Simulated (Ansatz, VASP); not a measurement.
# Two plane-wave programs on SnO

```
Sn O
1.0
     3.10341    0.00000    0.00000
     0.00000    3.10341    0.00000
     0.00000    0.00000    3.10341
Sn O
1 1
Direct
  0.00000 0.00000 0.00000
  0.50000 0.50000 0.50000
```

Alike in both runs: task single point; functional r2SCAN; k mesh 6 × 6 × 6; occupations fermi-dirac, width 0.02 eV; no spin polarisation.

|  | VASP | Ansatz |
| --- | --- | --- |
| version | VASP 6.6.1 | Ansatz 0.2.0 |
| potentials or method | VASP PAW PBE potentials, release 64 (Sn_d, O) | plane waves, PAW |
| plane-wave cutoff (eV) | 520 | 500 |
| valence electrons in the cell | 20 | 20 |

VASP gave:

| Item | Value |
| --- | --- |
| pressure (GPa) | 0.3 |

Which values does Ansatz return?

Pressure (GPa): 0.2.

Caveats: the PAW data sets were made with another functional, which shifts forces and pressure a little (VASP).
